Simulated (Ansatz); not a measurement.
## Sn in Ansatz: the effect of strain

Crystal: Sn.

```
CELL_PARAMETERS angstrom
0.00000 3.10401 3.23334
3.10401 0.00000 3.23334
3.10401 3.10401 0.00000
ATOMIC_POSITIONS crystal
Sn 0.75000 0.75000 0.75000
Sn 0.50000 0.50000 0.50000
```

Alike in all runs:

* Program: Ansatz 0.2.0
* Task: single point
* Functional: PBEsol
* Potentials or basis: Ansatz PAW
* Cutoff: 420 eV (not typed: the program's choice for these potentials)
* k mesh: 6 × 6 × 6
* Occupations: fermi-dirac, width 0.05 eV
* Spin: no spin polarisation
* Kind of strain: biaxial

```csv
strain,pressure (GPa)
-0.04,6.4
-0.02,3.8
-0.01,2.6
0,?
0.01,0.7
0.02,-0.2
0.04,-1.6
```

What does the run with strain 0 give?

Pressure 1.6 GPa.

Worked out: A parabola through the other rows of the pressure, of slope -99.8 GPa per unit of strain there, gives 1.6 GPa, against the run's 1.6.

Caveats: the PAW data sets come from PBE, with cores solved anew for the run's functional, which leaves a small shift of forces and pressure.
